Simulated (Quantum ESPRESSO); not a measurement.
# Fe (P6_3/mmc) in Quantum ESPRESSO: further runs, part 3 of 3

Quantum ESPRESSO 7.5. Earlier steps stand in the parts before.

## 5. Phonons, PBEsol, collinear spin, ferromagnetic start, target pressure 20 GPa, at which the enthalpy is minimised

pw.in reads:

```
&CONTROL
  calculation = 'scf'
  prefix = 'pwscf'
  outdir = './tmp'
  pseudo_dir = './pseudo'
  tprnfor = .true.
  tstress = .true.
  disk_io = 'low'
/
&SYSTEM
  ibrav = 0
  celldm(1) = 8
  nat = 2
  ntyp = 1
  ecutwfc = 90
  nbnd = 27
  occupations = 'smearing'
  smearing = 'mv'
  degauss = 0.01469973
  nspin = 2
  starting_magnetization(1) = 0.1875
/
&ELECTRONS
  conv_thr = 4d-10
  electron_maxstep = 120
  mixing_beta = 0.3
/
ATOMIC_SPECIES
Fe    55.8450 Fe.upf
CELL_PARAMETERS alat
  0.5749863975497   0.0000000000000   0.0000000000000
 -0.2874931987866   0.4979528271122   0.0000000000000
  0.0000000000000   0.0000000000000   0.9075254921324
ATOMIC_POSITIONS crystal
Fe     0.6666666667    0.3333333333    0.7500000000
Fe     0.3333333333    0.6666666667    0.2500000000
K_POINTS automatic
10 10 6 0 0 0
```

relax.in reads:

```
&CONTROL
  calculation = 'vc-relax'
  prefix = 'pwscf'
  outdir = './tmp'
  pseudo_dir = './pseudo'
  tprnfor = .true.
  tstress = .true.
  disk_io = 'low'
  nstep = 40
  forc_conv_thr = 0.0001
  etot_conv_thr = 1d-06
/
&SYSTEM
  ibrav = 0
  celldm(1) = 8
  nat = 2
  ntyp = 1
  ecutwfc = 90
  nbnd = 27
  occupations = 'smearing'
  smearing = 'mv'
  degauss = 0.01469973
  nspin = 2
  starting_magnetization(1) = 0.1875
/
&ELECTRONS
  conv_thr = 4d-10
  electron_maxstep = 120
  mixing_beta = 0.3
/
&IONS
  ion_dynamics = 'bfgs'
/
&CELL
  cell_dynamics = 'bfgs'
  press = 200
  press_conv_thr = 0.2
/
ATOMIC_SPECIES
Fe    55.8450 Fe.upf
CELL_PARAMETERS alat
  0.5749863975518   0.0000000000068   0.0000000000000
 -0.2874931987818   0.4979528271070   0.0000000000000
  0.0000000000000   0.0000000000000   0.9075254921324
ATOMIC_POSITIONS crystal
Fe     0.6666666666    0.3333333332    0.7500000000
Fe     0.3333333332    0.6666666666    0.2500000000
K_POINTS automatic
10 10 6 0 0 0
```

scf2.in reads:

```
&CONTROL
  calculation = 'scf'
  prefix = 'pwscf'
  outdir = './tmp'
  pseudo_dir = './pseudo'
  tprnfor = .true.
  tstress = .true.
  disk_io = 'low'
/
&SYSTEM
  ibrav = 0
  celldm(1) = 8
  nat = 2
  ntyp = 1
  ecutwfc = 90
  nbnd = 27
  occupations = 'smearing'
  smearing = 'mv'
  degauss = 0.01469973
  nspin = 2
  starting_magnetization(1) = 0.1875
/
&ELECTRONS
  conv_thr = 1d-13
  electron_maxstep = 120
  mixing_beta = 0.3
  startingpot = 'file'
  startingwfc = 'file'
/
ATOMIC_SPECIES
Fe    55.8450 Fe.upf
CELL_PARAMETERS alat
  0.5638167453238   0.0000000000000   0.0000000000000
 -0.2819083726619   0.4882796245295   0.0000000000000
  0.0000000000000   0.0000000000000   0.8888108063977
ATOMIC_POSITIONS crystal
Fe     0.6666666665    0.3333333331    0.7500000000
Fe     0.3333333331    0.6666666665    0.2500000000
K_POINTS automatic
10 10 6 0 0 0
```

ph.in reads:

```
phonons of Fe
&INPUTPH
  prefix = 'pwscf'
  outdir = './tmp'
  tr2_ph = 1d-18
  fildyn = 'dyn'
  niter_ph = 90
  alpha_mix(1) = 0.4
/
0.0000000000 0.0000000000 0.0000000000
```

dynmat.in reads:

```
&INPUT
  fildyn = 'dyn'
  asr = 'crystal'
  filout = 'dynmat.disp'
  fileig = 'dynmat.eig'
/
```

Potentials or basis: PseudoDojo 0.4.1 SR PBEsol standard.

Command:

```bash
> OMP_NUM_THREADS=1 mpirun -n 4 pw.x -nk 4 -in pw.in > pw.out
> OMP_NUM_THREADS=1 mpirun -n 4 pw.x -nk 4 -in relax.in > relax.out
> OMP_NUM_THREADS=1 mpirun -n 4 pw.x -nk 4 -in scf2.in > scf2.out
> OMP_NUM_THREADS=1 mpirun -n 4 ph.x -nk 4 -in ph.in > ph.out
> OMP_NUM_THREADS=1 mpirun -n 1 dynmat.x -in dynmat.in > dynmat.out
```

pw.out:

```text
This program is part of the open-source Quantum ESPRESSO suite
     for quantum simulation of materials; please cite
         "P. Giannozzi et al., J. Phys.:Condens. Matter 21 395502 (2009);
         "P. Giannozzi et al., J. Phys.:Condens. Matter 29 465901 (2017);
         "P. Giannozzi et al., J. Chem. Phys. 152 154105 (2020);
     in publications or presentations arising from this work. More details at

     Message from routine setup:
     using ibrav=0 with symmetry is DISCOURAGED, use correct ibrav instead

     K-points division:     npool     =       4
     Subspace diagonalization in iterative solution of the eigenvalue problem:
     a serial algorithm will be used

     G-vector sticks info
     --------------------
     sticks:   dense  smooth     PW     G-vecs:    dense   smooth      PW
     Sum         517     517    163                15319    15319    2575

     Using Slab Decomposition

     bravais-lattice index     =            0
     lattice parameter (alat)  =       8.0000  a.u.
     unit-cell volume          =     133.0377 (a.u.)^3
     number of atoms/cell      =            2
     number of atomic types    =            1
     number of electrons       =        32.00
     number of Kohn-Sham states=           27
     kinetic-energy cutoff     =      90.0000  Ry
     charge density cutoff     =     360.0000  Ry
     scf convergence threshold =      4.0E-10
     mixing beta               =       0.3000
     number of iterations used =            8  plain     mixing
     Exchange-correlation= PBESOL
                           (   1   4  10   8   0   0   0)

[... 100 lines left out ...]

     Generating pointlists ...
     new r_m :   0.2319 (alat units)  1.8554 (a.u.) for type    1

     Initial potential from superposition of free atoms

     starting charge      31.9993, renormalised to      32.0000
     Starting wfcs are   20 randomized atomic wfcs +    7 random wfcs

     Self-consistent Calculation

     iteration #  1     ecut=    90.00 Ry     beta= 0.30
     Davidson diagonalization with overlap
     ethr =  1.00E-02,  avg # of iterations =  3.8

     Threshold (ethr) on eigenvalues was too large:
     Diagonalizing with lowered threshold

     Davidson diagonalization with overlap
     ethr =  3.39E-04,  avg # of iterations =  1.3

     total energy              =    -500.78834682 Ry
     estimated scf accuracy    <       0.10976609 Ry
[... 244 lines left out ...]
     iteration # 26     ecut=    90.00 Ry     beta= 0.30
     Davidson diagonalization with overlap
     ethr =  1.52E-12,  avg # of iterations =  2.0

     Magnetic moment per site  (integrated on atomic sphere of radius R)
     atom   1 (R=0.232)  charge= 14.3736  magn= -0.0000
     atom   2 (R=0.232)  charge= 14.3736  magn= -0.0000

     End of self-consistent calculation

     Number of k-points >= 100: set verbosity='high' to print the bands.

     the Fermi energy is    21.8355 ev

!    total energy              =    -500.86555619 Ry
     estimated scf accuracy    <          1.1E-10 Ry
     smearing contrib. (-TS)   =      -0.00055591 Ry
     internal energy E=F+TS    =    -500.86500028 Ry

     The total energy is F=E-TS. E is the sum of the following terms:
     one-electron contribution =    -177.85110165 Ry
     hartree contribution      =     112.25640511 Ry
     xc contribution           =     -70.37381572 Ry
     ewald contribution        =    -364.89648802 Ry

     total magnetization       =    -0.00 Bohr mag/cell
     absolute magnetization    =     0.00 Bohr mag/cell

     convergence has been achieved in  26 iterations

     Forces acting on atoms (cartesian axes, Ry/au):

     atom    1 type  1   force =     0.00000000   -0.00000000    0.00000000
     atom    2 type  1   force =    -0.00000000   -0.00000000    0.00000000

     Total force =     0.000000     Total SCF correction =     0.000000

     Computing stress (Cartesian axis) and pressure

          total   stress  (Ry/bohr**3)                   (kbar)     P=      -19.58
  -0.00010288  -0.00000000   0.00000000          -15.13       -0.00        0.00
  -0.00000000  -0.00010288  -0.00000000           -0.00      -15.13       -0.00
   0.00000000   0.00000000  -0.00019355            0.00        0.00      -28.47

=------------------------------------------------------------------------------=
   JOB DONE.
=------------------------------------------------------------------------------=
```

scf2.out:

```text
This program is part of the open-source Quantum ESPRESSO suite
     for quantum simulation of materials; please cite
         "P. Giannozzi et al., J. Phys.:Condens. Matter 21 395502 (2009);
         "P. Giannozzi et al., J. Phys.:Condens. Matter 29 465901 (2017);
         "P. Giannozzi et al., J. Chem. Phys. 152 154105 (2020);
[... 198 lines left out ...]
  -0.00000000   0.00134985   0.00000000           -0.00      198.57        0.00
   0.00000000   0.00000000   0.00134997            0.00        0.00      198.59

=------------------------------------------------------------------------------=
   JOB DONE.
=------------------------------------------------------------------------------=
```

Run time: 17 min. Hardware: 4 MPI ranks of AMD EPYC 7R43 (Zen 3), shared host; peak memory 0.32 GiB.

What came out:

- Free energy: -6814.5621 eV
- Relaxed volume: 9.28 Å³/atom
- Relaxed cell: a = 2.387 Å, b = 2.387 Å, c = 3.763 Å, α = 90.00°, β = 90.00°, γ = 120.00°
- Space group after relaxing (to 0.05 Å): P6_3/mmc (No. 194)
- Pressure after relaxing: 19.9 GPa
- Band gap on the k mesh: none (metal or under the smearing width)
- Net moment: 0.00 μB per cell
- Absolute moment: 0.00 μB per cell
- Valence electrons inside the program's atomic spheres: Fe 14.37
- Highest phonon frequency at Γ: 376 cm⁻¹

Step by step:
| step | energy change (eV) | largest force (eV/Å) | pressure (GPa) | volume (Å³) |
| --- | --- | --- | --- | --- |
| 1 | 0.0000 | 0.0000 | -1.96 | 19.71 |
| 2 | 0.2553 | 0.0000 | 45.04 | 17.59 |
| 3 | 0.0492 | 0.0000 | 17.90 | 18.66 |
| 4 | 0.0595 | 0.0000 | 19.82 | 18.57 |
| 5 | 0.0605 | 0.0000 | 20.00 | 18.56 |
| 6 | 0.0605 | 0.0000 | 20.00 | 18.56 |

Final structure:
```
Fe
1.0
     2.38687    0.00000    0.00000
    -1.19344    2.06709    0.00000
     0.00000    0.00000    3.76271
Fe
2
Direct
  0.66667 0.33333 0.75000
  0.33333 0.66667 0.25000
```

Phonon frequencies in cm⁻¹ (negative: imaginary):
| q point | frequencies |
| --- | --- |
| (0.000, 0.000, 0.000) | -2 -2 0 261 261 376 |

Optical modes at Γ, degenerate ones joined:
| cm⁻¹ | components | symmetry | active in |
| --- | --- | --- | --- |
| 261 | 2 | E2g | Raman |
| 376 | 1 | B1g | silent |

Caveat: the mesh is thin for the phonons of a metal; the cell is more than 3 GPa from zero pressure, which shifts response properties; the starting moments collapsed, and a magnetic state may lie lower.
